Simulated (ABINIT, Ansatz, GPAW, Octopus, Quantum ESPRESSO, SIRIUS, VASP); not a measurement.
**CoO: 7 runs at one level of theory**

```
CELL_PARAMETERS angstrom
0.00000 2.13150 2.13150
2.13150 0.00000 2.13150
2.13150 2.13150 0.00000
ATOMIC_POSITIONS crystal
Co 0.00000 0.00000 0.00000
O 0.50000 0.50000 0.50000
```

Alike in all runs: task single point; functional PBEsol; k mesh 11 × 11 × 11; occupations fermi-dirac, width 0.05 eV; collinear spin, ferromagnetic start; no spin-orbit coupling. The measured crystal is an antiferromagnetic insulator; the state found here is the runs' own. Pressure is positive in compression and, in plane waves, holds the error of the finite cutoff.

| program and potentials | plane-wave cutoff (eV) | notes | pressure (GPa) | net moment per atom (μB) |
| --- | --- | --- | --- | --- |
| Quantum ESPRESSO, GBRV 1.5 PBEsol | 762 | 11.5 valence electrons an atom on average | -10.66 | 1.50 |
| Ansatz, all-electron LAPW, scalar-relativistic | - | - | -10.84 | 1.48 |
| VASP, PBE PAW files Co, O, 520 eV | 520 | potentials made for PBE; 7.5 valence electrons an atom on average | -11.31 | 1.47 |
| SIRIUS, PseudoDojo 0.4.1 PBEsol standard (scalar relativistic) | 1307 | 11.5 valence electrons an atom on average | ? | ? |
| GPAW, PAW data sets generated for this functional | 800 | 7.5 valence electrons an atom on average | -10.00 | 1.48 |
| Octopus, pseudodojo_pbesol (PseudoDojo 0.4, PBEsol) | - | 11.5 valence electrons an atom on average | - | 1.49 |
| ABINIT, PseudoDojo NC SR PBEsol v0.4.1 standard | 1306 | 11.5 valence electrons an atom on average | -11.10 | 1.49 |

Question: Estimate from the other rows what the run with SIRIUS, PseudoDojo 0.4.1 PBEsol standard (scalar relativistic) gave.

Answer: Pressure -11.12 GPa; net moment per atom 1.49 μB. The other rows, which needn't bracket it: pressure -11.31 to -10.00; net moment per atom 1.47 to 1.50.
